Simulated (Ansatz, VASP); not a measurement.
# Zn in VASP and in Ansatz

INCAR

```
PREC = Accurate
ENCUT = 520
EDIFF = 1E-6
ISMEAR = -1
SIGMA = 0.05
LREAL = False
LASPH = True
NELM = 80
ALGO = Normal
ISIF = 2
LWAVE = False
LCHARG = False
GGA = PS
NBANDS = 12
```

KPOINTS

```
regular mesh
0
Gamma
  19 19 19
```

Contents of POSCAR:

```
Zn
1.0
   -1.4210184778      1.4210184778      1.4210184778
    1.4210184778     -1.4210184778      1.4210184778
    1.4210184778      1.4210184778     -1.4210184778
Zn
1
Direct
    0.0000000000      0.0000000000      0.0000000000
```

Input for Ansatz:

```yaml
crystal:
  lattice:
    - [-1.4210184778, 1.4210184778, 1.4210184778]
    - [1.4210184778, -1.4210184778, 1.4210184778]
    - [1.4210184778, 1.4210184778, -1.4210184778]
  atoms:
    - { symbol: Zn, position: [0.0, 0.0, 0.0] }
kpoints:
  mp_grid: { grid: [19, 19, 19] }
scf:
  occupations: { method: fermi_dirac, width: 0.05 }
hamiltonian:
  xc: pbesol
  pseudopotentials: { kind: paw }
output:
  forces: true
  stress: true
  eigenvalues: true
  populations: true
```

Change from the starting cell: volume scaled by 0.8, PAW files.

Alike in both runs: task single point; functional PBEsol; k mesh 19 × 19 × 19; occupations fermi-dirac, width 0.05 eV; no spin polarisation.

|  | VASP | Ansatz |
| --- | --- | --- |
| version | VASP 6.6.1 | Ansatz 0.2.0 |
| potentials or method | VASP PAW PBE potentials, release 64 (Zn) | PAW with Ansatz's default frozen-core files, scalar-relativistic |
| plane-wave cutoff (eV) | 520 | 420 |
| valence electrons in the cell | 12 | 12 |

```csv
,VASP,Ansatz,Ansatz less VASP
pressure (GPa),33.5,32.4,-1.06
```

Caveats: so large a pressure means that the cell lies far from this level's equilibrium, or that cutoff or potentials fall short (VASP); the potentials were made for another functional, which shifts forces and pressure (VASP).
